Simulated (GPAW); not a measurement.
Crystal: Yb.

```
Yb
1.0
    -2.15148    2.15148    2.15148
     2.15148   -2.15148    2.15148
     2.15148    2.15148   -2.15148
Yb
1
Direct
  0.00000 0.00000 0.00000
```

This isn't the form of Yb at room conditions, which is fcc.

Base run:

```yaml
Program: GPAW 26.7.0
Functional: LDA
Potentials_or_basis: the program's PAW data sets (release 1.2.1) made for this functional
Cutoff: 800 eV
Basis: pw
k_mesh: 9 × 9 × 9
Occupations: fermi-dirac, width 0.05 eV
Spin: collinear spin, ferromagnetic start
Starting_moments: "[1.0] μB"
Hubbard_terms: Yb f U = 5 eV
```

Its results: band gap on the k mesh none (metal or under the smearing width); pressure -2.4 GPa; net moment 0.00 μB per cell.

Task: After a change of settings the same cell gave: band gap on the k mesh none (metal or under the smearing width); pressure -1.6 GPa; net moment 0.00 μB per cell. Which change was it?
A. hubbard terms from Yb f U = 5 eV to Yb f U = 8 eV
B. hubbard terms from Yb f U = 5 eV to Yb f U = 1 eV
C. hubbard terms from Yb f U = 5 eV to none

Result: A.

Caveats: one-centre terms of the f shell are cut off; spin-orbit coupling is left out, which moves the levels of the heavy elements.

Not every run made on this cell is shown here.
